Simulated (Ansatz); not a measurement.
# Lu (Im-3m) in Ansatz: reference runs

Reference runs on Lu: the cell as given and a disturbed copy.

All numbers are computed with Ansatz 0.2.0; they aren't measurements. Logs are shortened: lines on timing, memory, paths and dates and some standing lists are left out, and cuts for length are marked.

**1. The crystal as given**

It takes space group Im-3m (No. 229, cubic). The conventional cell has a = 3.908 Å, b = 3.908 Å, c = 3.908 Å, α = 90.00°, β = 90.00°, γ = 90.00°. Lu (site symmetry m-3m) has 8 Lu at 3.38 Å as nearest neighbours.

This isn't the form of Lu at room conditions, which is hcp.

**2. Single point, PBE**

File input.yaml:

```yaml
crystal:
  lattice:
    - [-1.9541071088, 1.9541071088, 1.9541071088]
    - [1.9541071088, -1.9541071088, 1.9541071088]
    - [1.9541071088, 1.9541071088, -1.9541071088]
  atoms:
    - { symbol: Lu, position: [0.0, 0.0, 0.0] }
kpoints:
  mp_grid: { grid: [10, 10, 10] }
scf:
  occupations: { method: fermi_dirac, width: 0.05 }
hamiltonian:
  xc: pbe
  pseudopotentials: { kind: all_electron, lapw: { basis_error: 0.001 } }
output:
  forces: true
  stress: true
  eigenvalues: true
  populations: true
```

Potentials or basis: all-electron LAPW, scalar-relativistic.

Command:

```console
$ ansatz run input.yaml --threads 1 --pin off --max-ram 2560MiB --backend cpu --events-out ev --progress --plain --runs-dir out
```

Log:

```text
Warning: RAYON_NUM_THREADS=1 ignored (pool sized by the plan → 1); use --threads N
Lu: projections on atomic orbitals take those of the free atom 1s2 2s2 2p6 3s2 3p6 3d10 4s2 4p6 4d10 4f14 5s2 5p6 5d1 6s2, of charge +0.00 (hamiltonian.pseudopotentials.projection_atoms)
LAPW: plane waves up to 6.857 Å⁻¹, error target 1.0e-3 eV per atom; small_component_spin mean_spin; Lu in spheres of 1.692 Å, 35 of its electrons in bands, Dirac shells [] (how accurate: hamiltonian.pseudopotentials.lapw.basis_error, Limitations)
Engine: ansatz 0.2.0, x86_64-unknown-linux-gnu
Pseudopotentials: kind: all_electron
Pseudopotential: Lu, LAPW, valence charge 35, lapw/all_electron/scalar/gaussian/Lu, Koelling and Harmon's equation, gaussian nucleus
Functional definition: PBE
  parameter kappa = 0.804
  parameter beta = 0.06672455060314922
  exchange = pbe_x(kappa = kappa, mu = beta*pi^2/3)
  correlation = pbe_c(beta = beta)
Crystal: 1 atoms, lattice volume = 29.847 Å³
Basis set: ecut = 179.11763268924972 eV, 177 PW (Γ), exchange–correlation at level 2
Bands: 22, of which v1, the nominal top of the filled ones, is band 18 counted from 1 (17 counted from 0)
Symmetry: 48 space group operations
Space group: Im-3m (ITA 229), of the structure as read, at distance tolerance 3.1e-5 Å
k-points: 47 of 1000
Non-local potential: Lu, projectors of the file, none
Initial density: superposition of atomic densities (chi_scale 0.1, normalization cell)
Initial wavefunctions: plane waves of lowest kinetic energy (no species holds an atomic orbital)
Functional: x = pbe(κ = 0.804, μ = 0.2195149727645171), c = pbe(β = 0.06672455060314922)
iter 1 solved again at ethr=2.15e-4 eV; its pass at ethr=1.00e-1 eV (dr2=7.52e-2 eV) is discarded
SCF iter   1: F=—  HF=-396242.991798 eV  |F-HF|=—  |Δ(HF+E_count)|=         —  Δρ=1.50e-2  dr2=7.54e-2  ethr=2.15e-4  ⟨swp⟩=2.8  Hψ=6560  notcnv=0
preconditioner: auto → Kerker (q_TF=auto, 2.802 Å⁻¹)  [metal: Δε(μ)=0.046 eV  Ē_g=13.281 eV  σ=0.050 eV  W_gap=0.22  n_scr=12 (ndim 8)  ℏωp=32.6 eV  f_vac=0.000  D(μ)=2.23/eV (n_scr^D=18)]
SCF iter   2: F=—  HF=-396242.950425 eV  |F-HF|=—  |Δ(HF+E_count)|=   4.14e-2  Δρ=9.39e-3  dr2=3.26e-2  ethr=2.15e-4  ⟨swp⟩=2.0  Hψ=3250  notcnv=0
SCF iter   3: F=—  HF=-396242.928675 eV  |F-HF|=—  |Δ(HF+E_count)|=   2.17e-2  Δρ=8.15e-3  dr2=2.54e-2  ethr=9.31e-5  ⟨swp⟩=2.0  Hψ=3115  notcnv=0
SCF iter   4: F=—  HF=-396242.924075 eV  |F-HF|=—  |Δ(HF+E_count)|=   4.60e-3  Δρ=5.38e-3  dr2=1.19e-2  ethr=7.26e-5  ⟨swp⟩=2.0  Hψ=2897  notcnv=0
SCF iter   5: F=—  HF=-396242.922986 eV  |F-HF|=—  |Δ(HF+E_count)|=   1.09e-3  Δρ=1.77e-3  dr2=1.52e-3  ethr=3.40e-5  ⟨swp⟩=2.0  Hψ=2976  notcnv=0
iter 6 solved again at ethr=2.02e-7 eV; its pass at ethr=4.33e-6 eV (dr2=7.06e-5 eV) is discarded
SCF iter   6: F=—  HF=-396242.923064 eV  |F-HF|=—  |Δ(HF+E_count)|=   7.77e-5  Δρ=3.94e-4  dr2=7.06e-5  ethr=2.02e-7  ⟨swp⟩=2.0  Hψ=5235  notcnv=0
SCF iter   7: F=—  HF=-396242.923065 eV  |F-HF|=—  |Δ(HF+E_count)|=   1.46e-6  Δρ=8.55e-5  dr2=2.48e-6  ethr=2.02e-7  ⟨swp⟩=2.0  Hψ=3119  notcnv=0
SCF iter   8: F=-396242.923066 eV  HF=-396242.923066 eV  |F-HF|=2.18e-8  |Δ(HF+E_count)|=   2.00e-7  Δρ=1.44e-5  dr2=4.11e-8  ethr=7.09e-9  ⟨swp⟩=2.0  Hψ=3119  notcnv=0
SCF 1 converged in 8 iterations: F = -396242.923066 eV  dr2 = 4.11e-8
SCF converged after 8 iterations
Free energy (F): -396242.923066 eV
Harris-Foulkes:  -396242.923066 eV  (|F-HF|=2.18e-8)
Internal energy: -396242.903954 eV  (E = F + TS)
E sigma→0 (E₀):  -396242.913510 eV
Entropy (-TS):   -0.019111 eV (-19.111 meV/atom)
Fermi energy:    14.728762 eV
--- Per-component energies (eV) ---
  E_band       = -1708.739349
  E_kinetic    = 439508.621999
  E_xc         = -8208.655688
  E_electrostatic = -827542.870265  (all electrons and nuclei)
  E_smearing   = -0.019111  (= −TS)
  E_closure    = 0.000000  (closes the sum)
  E_atoms      = -396238.555643  (free atoms, spherical and without spin; not in F)
  Σ components = -396242.923066   (vs F -396242.923066, Δ=0.00e0)
  Basis errors (estimates in eV, not in F): energy 2.5e-4 per atom: plane waves 2.1e-4 (1.1e-4 summed), levels above the bands 3.7e-57, relativity 5.4e-8, radial functions 4.1e-5, core shells 3.2e-8; eigenvalues (radial functions only) 1.3e-6; not estimated: angular momenta, meshes, grids; target (lapw.basis_error) 1.0e-3; muffin-tin radii Lu 1.692 Å
--- Forces (eV/Å), atoms counted from 1 ---
  atom   1  Lu    -0.00000000     0.00000000     0.00000000
  max |Σ_I F_I| component: 2.79e-31 eV/Å
--- Stress (GPa, compression-positive) ---
       -0.375943       0.000000      -0.000000
        0.000000      -0.375943       0.000000
       -0.000000       0.000000      -0.375943
  P = ⅓ Tr σ = -0.3759 GPa (-3.759 kbar)
--- Band table (eV; the first three rows and the last of 47) ---
  k-point 0: bands = ["-172.4233", "-172.4233", "-172.4233", "-172.4131", "-172.4131", "-41.6923", "-12.1448", "-12.1448", "-12.1448", "8.6317", "9.5165", "9.5165", "9.5165", "9.6053", "9.6053", "9.6053", "9.6208", "16.8302", "16.8302", "16.8302", "19.0134", "19.0134"]
  k-point 1: bands = ["-172.4233", "-172.4233", "-172.4233", "-172.4131", "-172.4131", "-41.6896", "-12.1903", "-12.1594", "-12.1449", "8.9147", "9.5189", "9.5213", "9.5221", "9.6001", "9.6024", "9.6031", "9.6146", "16.6191", "16.7080", "17.1156", "18.7203", "19.0144"]
  k-point 2: bands = ["-172.4233", "-172.4233", "-172.4233", "-172.4131", "-172.4131", "-41.6824", "-12.3073", "-12.1975", "-12.1450", "9.5240", "9.5346", "9.5372", "9.5841", "9.5876", "9.5987", "9.6109", "9.7080", "16.1310", "16.1617", "17.9458", "18.5379", "19.0695"]
  k-point 46: bands = ["-172.4232", "-172.4232", "-172.4232", "-172.4131", "-172.4131", "-41.6415", "-12.4688", "-12.4688", "-12.4688", "9.5004", "9.5562", "9.5562", "9.5562", "9.6082", "9.6082", "9.6082", "13.2745", "13.2745", "20.2966", "20.2966", "20.2966", "21.0621"]
--- Löwdin populations: 1 site ---
  site symbol       q [e]
     0     Lu     70.9314
  spilling = 0.000966 (of n_electrons = 71.000000)
```

Wall time 11 s (1 thread of Intel Xeon Platinum 8488C (Sapphire Rapids), shared host); peak memory 0.35 GiB.

Results:

- Free energy: -396242.9231 eV
- Pressure: -0.4 GPa
- Band gap on the k mesh: none (metal or under the smearing width)

Levels at points of the mesh, in eV from the Fermi level:
| k point | band 15 | band 16 | band 17 | band 18 | band 19 | band 20 |
| --- | --- | --- | --- | --- | --- | --- |
| (0.00, 0.00, 0.00) | -5.12 | -5.12 | -5.11 | 2.10 | 2.10 | 2.10 |
| (0.00, 0.00, -0.50) | -5.13 | -5.12 | -2.50 | 0.40 | 0.41 | 4.04 |
| (-0.50, -0.50, -0.50) | -5.12 | -5.12 | -1.45 | -1.45 | 5.57 | 5.57 |

The run has no spin-orbit coupling, so splittings on Lu are missing.

**3. Equation of state, PBE**

Potentials or basis: all-electron LAPW, scalar-relativistic.

This step only gathers the single runs of the series.

Results:

- Equilibrium volume: 29.59 Å³/atom
- Bulk modulus: 44 GPa
- Pressure derivative of the bulk modulus: 3.6

Energy against volume, from the lowest point:
```csv
volume (Å³/atom),energy (meV/atom)
28.056,11.45
28.653,3.93
29.250,0.23
29.847,0.00
30.444,2.94
31.041,8.76
31.638,17.22
```

Spin-orbit coupling is left out, which matters for the levels of Lu.

**4. Single point, PBE (cell strained at random at fixed volume)**

File input.yaml:

```yaml
crystal:
  lattice:
    - [-1.961506, 1.985989, 1.955057]
    - [1.97238, -1.980573, 1.960514]
    - [1.91614, 1.935207, -1.949641]
  atoms:
    - { symbol: Lu, position: [0.002874, 0.010557, 0.002955] }
kpoints:
  mp_grid: { grid: [10, 10, 10] }
scf:
  occupations: { method: fermi_dirac, width: 0.05 }
hamiltonian:
  xc: pbe
  pseudopotentials: { kind: all_electron, lapw: { basis_error: 0.001 } }
output:
  forces: true
  stress: true
  eigenvalues: true
  populations: true
```

Potentials or basis: all-electron LAPW, scalar-relativistic.

Command:

```console
$ ansatz run input.yaml --threads 1 --pin off --max-ram 2560MiB --backend cpu --events-out ev --progress --plain --runs-dir out
```

Log:

```text
Warning: RAYON_NUM_THREADS=1 ignored (pool sized by the plan → 1); use --threads N
Lu: projections on atomic orbitals take those of the free atom 1s2 2s2 2p6 3s2 3p6 3d10 4s2 4p6 4d10 4f14 5s2 5p6 5d1 6s2, of charge +0.00 (hamiltonian.pseudopotentials.projection_atoms)
LAPW: plane waves up to 6.951 Å⁻¹, error target 1.0e-3 eV per atom; small_component_spin mean_spin; Lu in spheres of 1.675 Å, 35 of its electrons in bands, Dirac shells [] (how accurate: hamiltonian.pseudopotentials.lapw.basis_error, Limitations)
[... 8 set-up lines as earlier in the session ...]
Crystal: 1 atoms, lattice volume = 29.847 Å³
Basis set: ecut = 184.06664541706095 eV, 177 PW (Γ), exchange–correlation at level 2
Bands: 22, of which v1, the nominal top of the filled ones, is band 18 counted from 1 (17 counted from 0)
Symmetry: 2 space group operations
Space group: P-1 (ITA 2), of the structure as read, at distance tolerance 3.1e-5 Å
k-points: 504 of 1000
[... 4 set-up lines as earlier in the session ...]
iter 1 solved again at ethr=2.28e-4 eV; its pass at ethr=1.00e-1 eV (dr2=7.98e-2 eV) is discarded
SCF iter   1: F=—  HF=-396242.990574 eV  |F-HF|=—  |Δ(HF+E_count)|=         —  Δρ=1.53e-2  dr2=7.99e-2  ethr=2.28e-4  ⟨swp⟩=2.7  Hψ=70152  notcnv=0
preconditioner: auto → Kerker (q_TF=auto, 2.802 Å⁻¹)  [metal: Δε(μ)=0.006 eV  Ē_g=13.281 eV  σ=0.050 eV  W_gap=0.03  n_scr=12 (ndim 8)  ℏωp=32.6 eV  f_vac=0.000  D(μ)=2.21/eV (n_scr^D=18)]
SCF iter   2: F=—  HF=-396242.948981 eV  |F-HF|=—  |Δ(HF+E_count)|=   4.16e-2  Δρ=9.59e-3  dr2=3.46e-2  ethr=2.28e-4  ⟨swp⟩=2.0  Hψ=34766  notcnv=0
SCF iter   3: F=—  HF=-396242.927643 eV  |F-HF|=—  |Δ(HF+E_count)|=   2.13e-2  Δρ=8.33e-3  dr2=2.70e-2  ethr=9.88e-5  ⟨swp⟩=2.0  Hψ=33308  notcnv=0
SCF iter   4: F=—  HF=-396242.922807 eV  |F-HF|=—  |Δ(HF+E_count)|=   4.84e-3  Δρ=5.49e-3  dr2=1.26e-2  ethr=7.72e-5  ⟨swp⟩=2.0  Hψ=30861  notcnv=0
SCF iter   5: F=—  HF=-396242.921628 eV  |F-HF|=—  |Δ(HF+E_count)|=   1.18e-3  Δρ=1.77e-3  dr2=1.54e-3  ethr=3.60e-5  ⟨swp⟩=2.0  Hψ=31848  notcnv=0
iter 6 solved again at ethr=2.03e-7 eV; its pass at ethr=4.39e-6 eV (dr2=7.10e-5 eV) is discarded
SCF iter   6: F=—  HF=-396242.921702 eV  |F-HF|=—  |Δ(HF+E_count)|=   7.42e-5  Δρ=3.98e-4  dr2=7.10e-5  ethr=2.03e-7  ⟨swp⟩=2.0  Hψ=56043  notcnv=0
SCF iter   7: F=—  HF=-396242.921704 eV  |F-HF|=—  |Δ(HF+E_count)|=   1.61e-6  Δρ=8.38e-5  dr2=2.36e-6  ethr=2.03e-7  ⟨swp⟩=2.0  Hψ=33313  notcnv=0
SCF iter   8: F=-396242.921704 eV  HF=-396242.921704 eV  |F-HF|=2.18e-8  |Δ(HF+E_count)|=   2.04e-7  Δρ=1.45e-5  dr2=4.17e-8  ethr=6.75e-9  ⟨swp⟩=2.0  Hψ=33313  notcnv=0
SCF 1 converged in 8 iterations: F = -396242.921704 eV  dr2 = 4.17e-8
SCF converged after 8 iterations
Free energy (F): -396242.921704 eV
Harris-Foulkes:  -396242.921704 eV  (|F-HF|=2.18e-8)
Internal energy: -396242.902780 eV  (E = F + TS)
E sigma→0 (E₀):  -396242.912242 eV
Entropy (-TS):   -0.018924 eV (-18.924 meV/atom)
Fermi energy:    14.729686 eV
--- Per-component energies (eV) ---
  E_band       = -1708.780345
  E_kinetic    = 439508.620197
  E_xc         = -8208.656393
  E_electrostatic = -827542.866584  (all electrons and nuclei)
  E_smearing   = -0.018924  (= −TS)
  E_closure    = 0.000000  (closes the sum)
  E_atoms      = -396238.555643  (free atoms, spherical and without spin; not in F)
  Σ components = -396242.921704   (vs F -396242.921704, Δ=0.00e0)
  Basis errors (estimates in eV, not in F): energy 2.5e-4 per atom: plane waves 2.1e-4 (1.1e-4 summed), levels above the bands 2.2e-57, relativity 5.6e-8, radial functions 4.1e-5, core shells 4.4e-8; eigenvalues (radial functions only) 1.1e-6; not estimated: angular momenta, meshes, grids; target (lapw.basis_error) 1.0e-3; muffin-tin radii Lu 1.675 Å
--- Forces (eV/Å), atoms counted from 1 ---
  atom   1  Lu     0.00000000     0.00000000     0.00000000
  max |Σ_I F_I| component: 0.00e0 eV/Å
--- Stress (GPa, compression-positive) ---
       -0.422312       0.603202      -0.131745
        0.603202      -0.365449      -0.060520
       -0.131745      -0.060520      -0.352831
  P = ⅓ Tr σ = -0.3802 GPa (-3.802 kbar)
--- Band table (eV; the first three rows and the last of 504) ---
  k-point 0: bands = ["-172.4291", "-172.4254", "-172.4204", "-172.4141", "-172.4130", "-41.6935", "-12.1476", "-12.1460", "-12.1434", "8.6318", "9.5098", "9.5144", "9.5213", "9.6023", "9.6030", "9.6059", "9.6210", "16.6709", "16.8413", "16.9642", "18.9701", "19.0734"]
  k-point 1: bands = ["-172.4291", "-172.4254", "-172.4204", "-172.4141", "-172.4130", "-41.6905", "-12.1916", "-12.1622", "-12.1472", "8.9234", "9.5147", "9.5200", "9.5244", "9.5968", "9.5995", "9.6013", "9.6167", "16.7199", "16.7591", "16.9879", "18.6738", "18.9874"]
  k-point 2: bands = ["-172.4291", "-172.4254", "-172.4204", "-172.4141", "-172.4130", "-41.6827", "-12.3150", "-12.2045", "-12.1467", "9.5286", "9.5295", "9.5369", "9.5764", "9.5859", "9.5959", "9.6138", "9.7397", "16.2061", "16.2548", "17.8409", "18.4193", "19.0024"]
  k-point 503: bands = ["-172.4291", "-172.4254", "-172.4204", "-172.4141", "-172.4130", "-41.6425", "-12.5005", "-12.4708", "-12.4397", "9.4983", "9.5545", "9.5552", "9.5561", "9.6031", "9.6068", "9.6115", "13.2634", "13.2852", "20.2288", "20.2595", "20.4100", "20.9038"]
--- Löwdin populations: 1 site ---
  site symbol       q [e]
     0     Lu     70.9311
  spilling = 0.000970 (of n_electrons = 71.000000)
```

It took 88 s on 1 thread of Intel Xeon Platinum 8488C (Sapphire Rapids), shared host; peak memory 0.73 GiB.

Results:

| Quantity | Value |
| --- | --- |
| Free energy | -396242.9217 eV |
| Pressure | -0.4 GPa |
| Band gap on the k mesh | none (metal or under the smearing width) |

**5. Summary**

```csv
task,cell,cutoff (eV),basis error allowed,gap on the mesh (eV),pressure (GPa)
single point,as given,179,0.001 eV/atom,none,-0.4
equation of state,as given,-,0.0005 eV/atom,-,-
single point,cell strained at random at fixed volume,184,0.001 eV/atom,none,-0.4
```

Alike in all rows: level PBE; potentials or basis all-electron LAPW, scalar-relativistic; no spin polarisation; k mesh 10 × 10 × 10; smearing fermi-dirac 0.05 eV.

Compare energies only between runs with the same functional and basis.
